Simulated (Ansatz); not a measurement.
What a trial cell of BiSe2 relaxes into

Level of theory: Ansatz, DFT r2SCAN, scalar-relativistic, plane waves, PAW. Cutoff 500 eV, Γ-centred k mesh, Gaussian smearing, no spin polarisation in the final step.

The start puts BiSe2 on the rutile structure type (P4_2/mnm, No. 136), with Bi in place of Ti, Se in place of O, at a guessed volume.

```
Bi Se
1.0
     6.53321    0.00000    0.00000
     0.00000    6.53321    0.00000
     0.00000    0.00000    4.20804
Bi Se
2 4
Direct
  0.00000 0.00000 0.00000
  0.50000 0.50000 0.50000
  0.30600 0.30600 0.00000
  0.19400 0.80600 0.50000
  0.69400 0.69400 0.00000
  0.80600 0.19400 0.50000
```

Steps on the 6×6×10 mesh (6 atoms). 6 of 8 steps are shown, and the free energy counts from the last. Trial steps that were taken back and renewals of the plane-wave basis can be among the rows.

```csv
step,ΔF (meV/atom),V (Å³/atom),P (GPa),largest force component (eV/Å)
1,32.5,29.94,3.96,0.290
2,8.3,32.85,-1.38,0.153
3,1.1,32.05,-0.29,0.027
4,0.3,31.80,0.03,0.012
6,0.0,31.79,0.01,0.006
8,0.0,31.79,0.00,0.000
```

A final relaxation ran on a 6×6×8 mesh. The relaxed crystal, P4_2/mnm (No. 136):

```cif
data_structure
_symmetry_space_group_name_H-M 'P4_2/mnm'
_symmetry_Int_Tables_number 136
_cell_length_a 6.5353
_cell_length_b 6.5353
_cell_length_c 4.4709
_cell_angle_alpha 90.000
_cell_angle_beta 90.000
_cell_angle_gamma 90.000
_cell_volume 190.95
loop_
_atom_site_label
_atom_site_type_symbol
_atom_site_symmetry_multiplicity
_atom_site_Wyckoff_symbol
_atom_site_fract_x
_atom_site_fract_y
_atom_site_fract_z
_atom_site_occupancy
Bi1 Bi 2 a 0.00000 0.00000 0.00000 1
Se1 Se 4 f 0.30755 0.30755 0.00000 1
```

```json
{
  "Volume per atom": "31.83 Å³",
  "Density": "6.38 g/cm³",
  "Energy over the elements": "0.00 eV/atom",
  "Gap on the 6×6×8 mesh": "0 eV (a metal)"
}
```

Energies over the elements count from the elements' standard structures at the same level, with no empirical corrections.

The final run used a 6×6×8 mesh on its 6-atom cell and 0.10 eV smearing. For metals, differences of a few meV/atom aren't resolved. Spin–orbit coupling is left out.

A structure relaxed within its symmetry needn't be a true minimum.

Cost: 3 runs of about 16 core-minutes in all, on Intel Xeon Platinum 8259CL (Skylake/Cascade Lake) (shared hosts).